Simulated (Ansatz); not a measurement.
## How much does the functional matter for the cell of BaO?

The starting cell is an entry of the Crystallography Open Database (1931):

```
CELL_PARAMETERS angstrom
0.00000 2.75000 2.75000
2.75000 0.00000 2.75000
2.75000 2.75000 0.00000
ATOMIC_POSITIONS crystal
Ba 0.00000 0.00000 0.00000
O 0.50000 0.50000 0.50000
```

Atoms and cell were relaxed at zero pressure with plane-wave PAW DFT (Ansatz 0.2.0; one set of PAW datasets, made under PBE, for all functionals; 420 eV, r2SCAN 500 eV; 8×8×8 Γ-centred mesh, fermi-dirac occupations of width 0.020 eV; no spin polarisation, no spin-orbit coupling, no dispersion correction), keeping the symmetry (Fm-3m, No. 225).

Question: How do the functionals compare with each other and with the entry?

Answer: The relaxed conventional cells:

```tsv
functional	a (Å)	volume (Å³/atom)	formation energy (eV/atom)
LDA	5.434	20.06	-2.830
PBEsol	5.491	20.69	-2.596
PBE	5.574	21.65	-2.517
r2SCAN	5.544	21.30	-2.758
the entry	5.500	20.80	–
```

LDA gives the smallest volume and PBE the largest, 7.9 % more, the usual order, since LDA overbinds and PBE's gradient terms loosen the lattice. Against the entry's volume: LDA -3.5 %, PBEsol -0.5 %, PBE +4.1 %, r2SCAN +2.4 %. No verdict is drawn from this: the entry is old or was flagged in a check, so the entry may be off as well as the functionals. The formation energies span 0.31 eV an atom, lowest under LDA.

Caveats: each relaxation keeps the start's symmetry, so a distorted cell may lie lower; computed cells are at 0 K with fixed nuclei, while the entry holds thermal expansion, often some tenths of a per cent in volume and more in soft crystals; an old entry, and the compound itself may be in doubt; formation energies are at zero smearing against the elements' usual phases under the same functional, gases as free molecules, uncorrected.
